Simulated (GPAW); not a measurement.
# Calculated records

KI (Fm-3m): G0W0 with GPAW, start to end. It takes space group Fm-3m (No. 225, cubic). The conventional cell has a = 7.066 Å, b = 7.066 Å, c = 7.066 Å, α = 90.00°, β = 90.00°, γ = 90.00°. Nearest to K lie 6 I at 3.53 Å. Nearest to I lie 6 K at 3.53 Å. Farther neighbours and most contacts between anions are not listed. The calculation used DFT, PBE, plane waves, PAW (and 1 further level or step) in GPAW 26.7.0, with cutoff 450 eV, GPAW PAW setups 1.2.1 data release, 4×4×4 k-mesh, nbands 473 in one of its runs. The PBE gap is 3.98 eV, direct and the G0W0 gap on the mesh is 6.14 eV. The GW settings are 4×4×4 mesh, 463 bands, screening to 175 eV, Godby-Needs plasmon pole and the known limits are not at the basis limit; no spin-orbit coupling. It took 4 runs, 4.1 min in all on 4 MPI ranks of Intel Xeon 6975P-C (Granite Rapids), shared host (the runs of this entry). G0W0 moves the gap on the mesh from 3.98 eV to 6.14 eV (+2.16 eV), with Z of 0.82 and 0.86 at the edges. Only 1 of the mesh's irreducible points was corrected, so a valley elsewhere could overtake. The cell and positions come from the Crystallography Open Database and are kept as given unless a step says otherwise. Limits: no spin-orbit coupling. Bands and cutoff are finite, so the gap is not at the basis limit. The miss can reach some tenths of an eV and take either sign; the mesh is an error of its own.

```xyz
2
Lattice="0.0000 3.5328 3.5328 3.5328 0.0000 3.5328 3.5328 3.5328 0.0000" Properties=species:S:1:pos:R:3 pbc="T T T"
K     0.0000    0.0000    0.0000
I     3.5328    3.5328    3.5328
```

[Paths, hosts, dates, memory and timing lines, banners, echoed tables and standing remarks are left out of the program output.]

[Logs are printed without paths, hosts, clocks, repeated set-up lines and the standing remarks that a program may print on its own settings, such as how far it seeks lower states.]

[Runs of the session that timed out or met a known fault of the program may be left out.]

[Hosts, paths, dates, database ids (printed as entryN), source tags and the programs' standing remarks are cut or masked in the printed files.]
